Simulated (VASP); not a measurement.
Write the native input for VASP 6.6.1 that does the following.

| Item | Value |
| --- | --- |
| Task | relaxation of cell and atoms |
| Functional | PBE |
| Potentials or basis | VASP PAW PBE potentials, release 64 (Nb_sv) |
| Cutoff | 600 eV |
| k mesh | 18 × 18 × 18 |
| Occupations | methfessel-paxton, width 0.1 eV |
| Spin | no spin polarisation |
| Further INCAR settings | ALGO = Fast; EDIFF = 1e-07; IBRION = 2; EDIFFG = -0.005; NSW = 60; ISIF = 3 |

The structure of Nb lies in POSCAR:

```
Nb
1.0
   -1.6350000000      1.6350000000      1.6350000000
    1.6350000000     -1.6350000000      1.6350000000
    1.6350000000      1.6350000000     -1.6350000000
Nb
1
Direct
    0.0000000000      0.0000000000      0.0000000000
```

The cell was built by a generator and needn't be a form met in nature.

These files were run (other wordings do the same):

INCAR

```
SYSTEM = Nb
  PREC = Accurate
  ENCUT = 600
  EDIFF = 1E-7
  ISMEAR = 1
  SIGMA = 0.1
  LREAL = .FALSE.
  LASPH = .TRUE.
  NELM = 120
  ALGO = Fast
  ISIF = 3
  LWAVE = .FALSE.
  LCHARG = .FALSE.
  GGA = PE
  IBRION = 2
  NSW = 60
  EDIFFG = -0.005
```

KPOINTS

```
regular mesh
0
G
  18 18 18
  0 0 0
```

Potentials or basis: VASP PAW PBE potentials, release 64 (Nb_sv).

Run with:

```console
$ cat potpaw_PBE.64/Nb_sv/POTCAR > POTCAR
$ mpirun -np 1 vasp_std > vasp.out
```

It gave:

| Item | Value |
| --- | --- |
| Relaxed volume | 18.11 Å³/atom |
| Relaxed cell | a = 2.866 Å, b = 2.866 Å, c = 2.866 Å, α = 109.47°, β = 109.47°, γ = 109.47° |
| Space group after relaxing (to 0.05 Å) | Im-3m (No. 229) |
| Energy gained by relaxing | 12.2 meV/atom |
| Ionic steps | 4 |
| Pressure after relaxing | 0.0 GPa |
| Band gap on the k mesh | none (metal or under the smearing width) |

Run time: 2.8 min on 1 thread of Intel(R) Xeon(R) Platinum 8375C CPU @ 2.90GHz (Ice Lake) (shared host), peak memory 0.18 GiB.
